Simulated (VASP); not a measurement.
# LaB6 (Pm-3m) in VASP: single point with HSE06

Aim: the single point of LaB6 with HSE06.

Program: VASP 6.6.1. These are calculated values, not measurements. Logs are shortened: lines on timing, memory, paths and dates and some standing lists are left out, and cuts for length are marked.

### Step 1. Starting point

Symmetry: Pm-3m, No. 221, cubic system. The conventional cell has a = 4.130 Å, b = 4.130 Å, c = 4.130 Å, α = 90.00°, β = 90.00°, γ = 90.00°. Around La (site symmetry m-3m) lie 24 B at 3.03 Å. Around B (site symmetry 4mm) lie 5 B at 1.65 to 1.75 Å.

The cell is a database's computed one.

### Step 2. Single point, HSE06

POSCAR

```
LaB6
1.0
    4.1303900000      0.0000000000      0.0000000000
    0.0000000000      4.1303900000      0.0000000000
    0.0000000000      0.0000000000      4.1303900000
La B
1 6
Direct
    0.0000000000      0.0000000000      0.0000000000
    0.8004400000      0.5000000000      0.5000000000
    0.1995600000      0.5000000000      0.5000000000
    0.5000000000      0.5000000000      0.8004400000
    0.5000000000      0.5000000000      0.1995600000
    0.5000000000      0.1995600000      0.5000000000
    0.5000000000      0.8004400000      0.5000000000
```

INCAR.step1

```
ALGO     = Normal         # electronic algorithm
EDIFF    = 1E-5           # SCF threshold, eV
ENCUT    = 520            # plane-wave cutoff, eV
GGA      = PE             # functional
ISIF     = 2              # what is computed and relaxed
ISMEAR   = 0              # smearing method
LASPH    = T              # aspherical terms in the spheres
LCHARG   = F              # write CHGCAR
LREAL    = F              # projectors in reciprocal space
LWAVE    = T              # write WAVECAR
NELM     = 60             # most SCF steps
PREC     = Accurate       # precision mode
SIGMA    = 0.1            # smearing width, eV
```

INCAR.step2

```
ALGO     = Normal         # electronic algorithm
EDIFF    = 1E-6           # SCF threshold, eV
ENCUT    = 520            # plane-wave cutoff, eV
GGA      = PE             # functional
HFSCREEN = 0.2            # screening, 1/A
ISIF     = 2              # what is computed and relaxed
ISMEAR   = 0              # smearing method
ISTART   = 1            
LASPH    = T              # aspherical terms in the spheres
LCHARG   = F              # write CHGCAR
LHFCALC  = T              # exact exchange
LREAL    = F              # projectors in reciprocal space
LWAVE    = F              # write WAVECAR
NELM     = 60             # most SCF steps
PREC     = Accurate       # precision mode
PRECFOCK = Fast         
SIGMA    = 0.1            # smearing width, eV
```

KPOINTS

```
k-points
0
Gamma
  6 6 6
```

Potentials or basis: VASP PAW PBE potentials, release 64 (La, B).

Command:

```console
$ cat potpaw_PBE.64/La/POTCAR potpaw_PBE.64/B/POTCAR > POTCAR
$ cp INCAR.step1 INCAR
$ mpirun -np 1 vasp_std > vasp.out
$ cp INCAR.step2 INCAR
$ mpirun -np 1 vasp_std > vasp.out
```

OUTCAR:

```text
EDIFF = 1E-6
   ENCUT = 520
   GGA = PE
   HFSCREEN = 0.2
   ISIF = 2
   ISMEAR = 0
   ISTART = 1
   LASPH = T
   LHFCALC = T
   LREAL = F
   NELM = 60
   PREC = Accurate
   PRECFOCK = Fast

 ion  position               nearest neighbor table
   1  0.000  0.000  0.000-
   2  0.800  0.500  0.500-   3 1.65   4 1.75   5 1.75   6 1.75   7 1.75
   3  0.200  0.500  0.500-   2 1.65   4 1.75   5 1.75   6 1.75   7 1.75
   4  0.500  0.500  0.800-   5 1.65   3 1.75   2 1.75   6 1.75   7 1.75
   5  0.500  0.500  0.200-   4 1.65   3 1.75   2 1.75   6 1.75   7 1.75
   6  0.500  0.200  0.500-   7 1.65   3 1.75   4 1.75   5 1.75   2 1.75
   7  0.500  0.800  0.500-   6 1.65   3 1.75   4 1.75   5 1.75   2 1.75

  LATTYP: Found a simple cubic cell.
 ALAT       =     4.1303900000

  Lattice vectors:

 A1 = (   4.1303900000,   0.0000000000,   0.0000000000)
 A2 = (   0.0000000000,   4.1303900000,   0.0000000000)
 A3 = (   0.0000000000,   0.0000000000,   4.1303900000)

Analysis of symmetry for initial positions (statically):
=====================================================================
 Subroutine PRICEL returns:
 Original cell was already a primitive cell.

 Routine SETGRP: Setting up the symmetry group for a
 simple cubic supercell.

 Subroutine GETGRP returns: Found 48 space group operations
 (whereof 48 operations were pure point group operations)
 out of a pool of 48 trial point group operations.

The static configuration has the point symmetry O_h .

Analysis of symmetry for dynamics (positions and initial velocities):
=====================================================================
 Subroutine PRICEL returns:
 Original cell was already a primitive cell.

 Routine SETGRP: Setting up the symmetry group for a
 simple cubic supercell.

 Subroutine GETGRP returns: Found 48 space group operations
 (whereof 48 operations were pure point group operations)
 out of a pool of 48 trial point group operations.

The dynamic configuration has the point symmetry O_h .

 Subroutine INISYM returns: Found 48 space group operations
 (whereof 48 operations are pure point group operations),
 and found     1 'primitive' translations

----------------------------------------------------------------------------------------

                                     Primitive cell

  volume of cell :      70.4650

  direct lattice vectors                    reciprocal lattice vectors
     4.130390000  0.000000000  0.000000000     0.242107888  0.000000000  0.000000000
     0.000000000  4.130390000  0.000000000     0.000000000  0.242107888  0.000000000
     0.000000000  0.000000000  4.130390000     0.000000000  0.000000000  0.242107888

  length of vectors
     4.130390000  4.130390000  4.130390000     0.242107888  0.242107888  0.242107888

  position of ions in fractional coordinates (direct lattice)
     0.000000000  0.000000000  0.000000000
     0.800440000  0.500000000  0.500000000
     0.199560000  0.500000000  0.500000000
     0.500000000  0.500000000  0.800440000
     0.500000000  0.500000000  0.199560000
     0.500000000  0.199560000  0.500000000
     0.500000000  0.800440000  0.500000000

  ion indices of the primitive-cell ions
   primitive index   ion index
                 1           1
                 2           2
                 3           3
                 4           4
                 5           5
                 6           6
                 7           7

----------------------------------------------------------------------------------------

 KPOINTS: k-points

Automatic generation of k-mesh.
 Grid dimensions read from file:
 generate k-points for:    6    6    6

 Generating k-lattice:

  Cartesian coordinates                     Fractional coordinates (reciprocal lattice)
     0.040351315  0.000000000  0.000000000     0.166666667  0.000000000  0.000000000
     0.000000000  0.040351315  0.000000000     0.000000000  0.166666667  0.000000000
     0.000000000  0.000000000  0.040351315     0.000000000  0.000000000  0.166666667

  Length of vectors
     0.040351315  0.040351315  0.040351315

  Shift w.r.t. Gamma in fractional coordinates (k-lattice)
     0.000000000  0.000000000  0.000000000

 Subroutine IBZKPT returns following result:
 ===========================================

 Found     20 irreducible k-points:

 Following reciprocal coordinates:
            Coordinates               Weight
  0.000000  0.000000  0.000000      1.000000
  0.166667  0.000000  0.000000      6.000000
  0.333333  0.000000  0.000000      6.000000
  0.500000  0.000000  0.000000      3.000000
  0.166667  0.166667  0.000000     12.000000
  0.333333  0.166667  0.000000     24.000000
[... 12 lines left out ...]
  0.500000  0.500000  0.333333      6.000000
  0.500000  0.500000  0.500000      1.000000
   k-points           NKPTS =     20   k-points in BZ     NKDIM =    216   number of bands    NBANDS=     18
   number of dos      NEDOS =    301   number of ions     NIONS =      7
   total plane-waves  NPLWV =  32768
   dimension x,y,z NGX =    32 NGY =   32 NGZ =   32
   dimension x,y,z NGXF=    64 NGYF=   64 NGZF=   64
   ions per type =               1   6
   NGX,Y,Z   is equivalent  to a cutoff of  12.88, 12.88, 12.88 a.u.
   NGXF,Y,Z  is equivalent  to a cutoff of  25.76, 25.76, 25.76 a.u.
 SYSTEM =  unknown system
   PREC   = accura    normal or accurate (medium, high low for compatibility)
   ISTART =      1    job   : 0-new  1-cont  2-samecut
   ICHARG =      0    charge: 1-file 2-atom 10-const
   ISPIN  =      1    spin polarized calculation?
   LNONCOLLINEAR =      F non collinear calculations
   LSORBIT =      F    spin-orbit coupling
   LASPH  =      T    aspherical Exc in radial PAW
   ENCUT  =  520.0 eV  38.22 Ry    6.18 a.u.   7.68  7.68  7.68*2*pi/ulx,y,z
   NELM   =     60;   NELMIN=  2; NELMDL=  0     # of ELM steps
   EDIFF  = 0.1E-05   stopping-criterion for ELM
   LREAL  =      F    real-space projection
   EDIFFG = 0.1E-04   stopping-criterion for IOM
   NSW    =      0    number of steps for IOM
   IBRION =     -1    ionic relax: 0-MD 1-quasi-New 2-CG
   NFREE  =      0    steps in history (QN), initial steepest desc. (CG)
   ISIF   =      2    stress and relaxation
   ISYM   =      3    0-nonsym 1-usesym 2-fastsym
   POTIM  = 0.5000    time-step for ionic-motion
   TEBEG  =    0.0;   TEEND  =   0.0 temperature during run
   PSTRESS=    0.0 pullay stress
   NELECT =      29.0000    total number of electrons
   NUPDOWN=      -1.0000    fix difference up-down
   EMIN   =  10.00;   EMAX   =-10.00  energy-range for DOS
   EFERMI =   0.00;   METHOD = LEGACY
   ISMEAR =     0;   SIGMA  =   0.10  broadening in eV -4-tet -1-fermi 0-gaus
   EFERMI_NEDOS =   21; number of points for ismear=-14 and -15
   IALGO  =     38    algorithm
   IMIX   =      1    mixing-type and parameters
     AMIX     =   0.40;   BMIX     =  1.00
     AMIX_MAG =   1.60;   BMIX_MAG =  1.00
  volume/ion in A,a.u.               =      10.07        67.93
  Fermi-wavevector in a.u.,A,eV,Ry     =   1.217727  2.301169 20.175507  1.482858
  Thomas-Fermi vector in A             =   2.353037
   LORBIT       =      0    0 simple, 1 ext, 2 COOP (PROOUT), +10 PAW based schemes
   GGA     = PE    functional components
   LHFCALC =     T    Hartree Fock is set to
   PRECFOCK=fast      Normal, Fast or Accurate (Low or Medium for compatibility)
   ENCUT4O =  -1.0   cutoff for four orbital integrals eV
   NKREDX  =     1    reduce k-point grid by
   NKREDY  =     1    reduce k-point grid by
   NKREDZ  =     1    reduce k-point grid by
   AEXX    =    0.2500 exact exchange contribution
   HFSCREEN=    0.2000 screening length (either q_TF or 0.3 A-1)
   HFSCREENC=   0.2000 screening length for correlation (either q_TF or 0.3 A-1)
   ENCUTFOCK=  -1.0 apply spherical cutoff to Coloumb kernel
   IVDW    =     0    specifies the selected vdW correction
   LEPSILON=     F    determine dielectric tensor
   LRPA    =     F    only Hartree local field effects (RPA)
 non-spin polarized calculation
 Gauss-broadening in eV      SIGMA  =   0.10
  energy-cutoff  :      520.00
  volume of cell :       70.46
 maximum number of plane-waves:      1924
 NGX is ok and might be reduce to    32
  NGX = 18; NGY = 18; NGZ = 18

 number of electron      29.0000002 magnetization

 Free energy of the ion-electron system (eV)
  ---------------------------------------------------
  ext. energy  EPLUGINS =         0.00000000
  ---------------------------------------------------
  free energy    TOTEN  =       -53.73456506 eV

  energy without entropy =      -53.72552765  energy(sigma->0) =      -53.73004635

 E-fermi :   8.9714     XC(G=0):  -9.3159

 val. band max:        8.9663114913   @ k =   0.5000   0.3333   0.0000
 cond. band min:       9.3175266480   @ k =   0.3333   0.3333   0.0000
 fundamental gap:      0.3512151566
 Fermi energy:         8.9713523404

 k-point     1 :       0.0000    0.0000    0.0000
  band No.  band energies     occupation
      1     -27.2138      2.00000
      2      -9.8096      2.00000
      3      -9.8096      2.00000
      4      -9.8096      2.00000
      5      -8.8703      2.00000
      6      -0.3754      2.00000
[... 10 lines left out ...]
     17       9.4834      0.00000
     18      10.5035      0.00000

 k-point     2 :       0.1667    0.0000    0.0000
  band No.  band energies     occupation
      1     -27.2063      2.00000
      2     -10.1759      2.00000
      3      -9.7848      2.00000
      4      -9.7848      2.00000
      5      -8.4845      2.00000
      6      -1.7153      2.00000
[... 10 lines left out ...]
     17      10.4070      0.00000
     18      10.8068      0.00000
[... 358 lines left out ...]
 k-point    20 :       0.5000    0.5000    0.5000
  band No.  band energies     occupation
      1     -27.1260      2.00000
      2     -10.1407      2.00000
      3     -10.1407      2.00000
      4     -10.1407      2.00000
      5      -7.8650      2.00000
      6      -2.8506      2.00000
[... 10 lines left out ...]
     17      12.3352      0.00000
     18      12.3626      0.00000

------------------------ aborting loop because EDIFF is reached ----------------------------------------

  FORCE on cell =-STRESS in cart. coord.  units (eV):
  Direction    XX          YY          ZZ          XY          YZ          ZX
  --------------------------------------------------------------------------------------
  -------------------------------------------------------------------------------------
  Total        0.4669693      0.4669693      0.4669693     -0.0000000     -0.0000000      0.0000000
  in kB       10.6175848     10.6175848     10.6175848     -0.0000000     -0.0000000      0.0000000
  external PRESSURE =      10.6175848 kB  Pullay stress =       0.0000000 kB

 VOLUME and BASIS-vectors are now :
 -----------------------------------------------------------------------------
  energy-cutoff  :      520.00
  volume of cell :       70.46
      direct lattice vectors                 reciprocal lattice vectors
     4.130390000  0.000000000  0.000000000     0.242107888  0.000000000  0.000000000
     0.000000000  4.130390000  0.000000000     0.000000000  0.242107888  0.000000000
     0.000000000  0.000000000  4.130390000     0.000000000  0.000000000  0.242107888

 POSITION                                       TOTAL-FORCE (eV/Angst)
 -----------------------------------------------------------------------------------
      0.00000      0.00000      0.00000        -0.000000      0.000000      0.000000
      3.30613      2.06520      2.06520        -0.154824      0.000000      0.000000
      0.82426      2.06520      2.06520         0.154824      0.000000     -0.000000
      2.06520      2.06520      3.30613         0.000000     -0.000000     -0.154824
      2.06520      2.06520      0.82426         0.000000      0.000000      0.154824
      2.06520      0.82426      2.06520         0.000000      0.154824     -0.000000
      2.06520      3.30613      2.06520        -0.000000     -0.154824      0.000000
 -----------------------------------------------------------------------------------
    total drift:                               -0.000002      0.000001      0.000002

  FREE ENERGIE OF THE ION-ELECTRON SYSTEM (eV)
  ---------------------------------------------------
  free  energy   TOTEN  =       -53.7345650607 eV

  energy  without entropy=      -53.7255276478  energy(sigma->0) =      -53.73004635
```

Run time: 74 min. Hardware: 1 thread of Intel Xeon Platinum 8259CL at 2.50GHz (Skylake/Cascade Lake), shared host; peak memory 0.33 GiB.

Results:

- Free energy: -53.7346 eV
- Pressure: 1.1 GPa
- Largest force: 0.155 eV/Å
- Band gap on the k mesh: none (metal or under the smearing width)

Forces in eV/Å, atoms in the order of the input:
```
La   0.000  0.000  0.000
B   -0.155  0.000  0.000
B    0.155  0.000  0.000
B    0.000  0.000 -0.155
B    0.000  0.000  0.155
B    0.000  0.155  0.000
B    0.000 -0.155  0.000
```

Caveat: the PAW data sets were made with another functional, which shifts forces and pressure a little.
